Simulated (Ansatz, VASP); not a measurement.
**Two plane-wave programs on InPd**

```
In Pd
1.0
     3.27188    0.00000    0.00000
     0.00000    3.27188    0.00000
     0.00000    0.00000    3.27188
In Pd
1 1
Direct
  0.00000 0.00000 0.00000
  0.50000 0.50000 0.50000
```

The cell comes from a database or a generator and needn't be the stable form of this composition.

Alike in both runs: task single point; functional PBEsol; k mesh 8 × 8 × 8; occupations fermi-dirac, width 0.05 eV; no spin polarisation.

```csv
,VASP,Ansatz
version,VASP 6.6.1,Ansatz 0.2.0
potentials or method,"VASP PAW PBE potentials, release 64 (In_d, Pd)",Ansatz PAW
plane-wave cutoff (eV),520,420
valence electrons in the cell,23,31
```

VASP gave:

* gap on the k mesh at the Fermi level (eV): none
* pressure (GPa): -2.9

Task: Which values does Ansatz return?

Result: gap on the k mesh at the Fermi level (eV): none; pressure (GPa): -3.0.

A gap of «none» marks a metal or a gap that the smearing closes. With one functional, cell and mesh, what is left measures potentials, basis and numerics. The two sets of potentials don't hold the same shells in valence.

Caveats: the PAW data sets were made with another functional, which shifts forces and pressure a little (VASP); the PAW data sets come from PBE, with cores solved anew for the run's functional, which leaves a small shift of forces and pressure (Ansatz).
